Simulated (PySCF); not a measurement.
Compound: ethylene glycol, C₂H₆O₂.
SMILES with atom numbers: `[OH:1][CH2:2][CH2:3][OH:4]` (hydrogens: H5 on O1; H6, H7 on C2; H8, H9 on C3; H10 on O4)

Geometry (GFN2-xTB, Å), atoms numbered from 1 in this order:
```
atom  x, y, z in Å
O1     1.3129   -0.6853    0.1543
C2     0.5513    0.4855   -0.0725
C3    -0.8899    0.0493   -0.3421
O4    -1.4519   -0.5993    0.7664
H5     2.2249   -0.4402    0.3360
H6     0.5768    1.1363    0.8119
H7     0.9335    1.0406   -0.9392
H8    -1.5119    0.9240   -0.5424
H9    -0.9000   -0.6099   -1.2218
H10   -0.8368   -1.2965    1.0268
```

Method used: PBE0/def2-SVPD in PySCF (dipole) on a GFN2-xTB geometry, gas phase.

Take the most abundant isotopes and a rigid rotor. The values belong to one conformer with, in the numbering `[OH:1][CH2:2][CH2:3][OH:4]`, H–O1–C2–C3 -179°, O1–C2–C3–O4 63°, C2–C3–O4–H -52°.

**Question.** What are A, B and C (MHz)?

**Answer.** Ia = 31.84, Ib = 92.09, Ic = 110.22 u·Å²; 505379 MHz·u·Å²/I gives A = 15870, B = 5488, C = 4585 MHz.

**Question.** What kind of rotor is it?

**Answer.** An asymmetric top; Ray's κ = -0.840.

**Question.** What does the inertial defect say?

**Answer.** Not planar: Δ = Ic − Ia − Ib = -13.71 u·Å². For a rigid frame Δ = −2 Σ m c², so Σ m c² = 6.86 u·Å² lies off the ab plane: 3.95 from hydrogen and 2.91 from heavier atoms. The atom farthest from that plane is 1.40 Å away.

**Question.** Give the other two planar moments, Paa and Pbb, and the rms extents of the mass along the axes.

**Answer.** Paa = Σ m a² = (Ib + Ic − Ia)/2 = 85.23 and Pbb = Σ m b² = (Ia + Ic − Ib)/2 = 24.99 u·Å². With the mass M = 62.04 u, the rms extents √(P/M) along a, b and c are 1.17, 0.63, 0.33 Å.

**Question.** Predict some low-J microwave lines.

**Answer.** The dipole components are |μa| = 2.34 D, |μb| = 1.03 D, |μc| = 0.34 D. Intensities carry the squares of the components, which stand as 1.00 : 0.19 : 0.02 (a : b : c). Some lines, for components of 0.1 D or more:

```tsv
type	branch	J(Ka,Kc)	MHz	lower level (cm⁻¹)
b	R	3(1,2) ← 2(2,1)	389	2.454
c	Q	3(1,3) ← 3(0,3)	8372	2.007
a	R	3(0,3) ← 2(0,2)	29995	1.006
a	R	3(2,1) ← 2(2,0)	30443	2.455
b	R	4(0,4) ← 3(1,3)	31370	2.286
a	R	4(2,3) ← 3(2,2)	40248	3.462
a	R	4(1,3) ← 3(1,2)	41978	2.467
a	R	5(0,5) ← 4(0,4)	49299	3.332
b	Q	5(3,3) ← 5(2,4)	54651	6.480
c	R	4(2,3) ← 3(1,3)	75492	2.286
b	Q	5(4,2) ← 5(3,3)	75695	8.303
c	R	3(3,1) ← 2(2,1)	84423	2.454
b	Q	5(5,1) ← 5(4,2)	97390	10.828
c	R	5(3,2) ← 4(2,2)	104121	4.832
b	R	5(3,2) ← 4(2,3)	104952	4.804
c	R	4(4,1) ← 3(3,1)	116139	5.270
b	R	4(4,0) ← 3(3,1)	116139	5.270
c	R	5(4,1) ← 4(3,1)	126216	6.618
b	R	5(5,1) ← 4(4,0)	147880	9.144
```

No GFN2-xTB frequencies stand behind this structure, so it isn't proved a minimum. No vibrational averaging or centrifugal distortion is included, and the geometry carries the error of its method.
